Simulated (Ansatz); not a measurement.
# Notes on ZrO₂

```
Zr O
1.0
     0.00000    2.57519    2.57519
     2.57519    0.00000    2.57519
     2.57519    2.57519    0.00000
Zr O
1 2
Direct
  0.00000 0.00000 0.00000
  0.25000 0.25000 0.25000
  0.75000 0.75000 0.75000
```

The numbers come from plane-wave PAW DFT (Ansatz): PBE, no spin polarisation, 420 eV, 9×9×9 Γ-centred k points, fermi-dirac occupations (width 0.1 eV). Nothing was relaxed.

- Formation energy: -3.35 eV an atom against the elements' usual phases (free molecules for gases, crystals otherwise, with no correction for O₂ or N₂), so it is bound against them; other compounds may still compete. Relaxing would lower it.
- Band edges: Within 0.7 eV of the edges, the states project mainly on O p (93 %) below the gap and on Zr d (92 %) above it.
- Contacts: Zr–O at 2.23 Å: least valence density 0.49 e/Å³ and ELF 0.22 there. O–O at 2.58 Å: least valence density 0.19 e/Å³ and ELF 0.09 there, a closed-shell (ionic or weak) contact. These are pseudo-fields; inside the PAW spheres they differ from the all-electron ones.
- Stress: The pressure is -4.6 GPa (compression positive), so with the atoms held at these fractions the cell would first shrink.
- Electronic structure: The gap is 3.26 eV, indirect (the least direct gap found is 3.68 eV). A semilocal functional usually gives too small a gap.

Origin: a database entry at a rescaled volume.
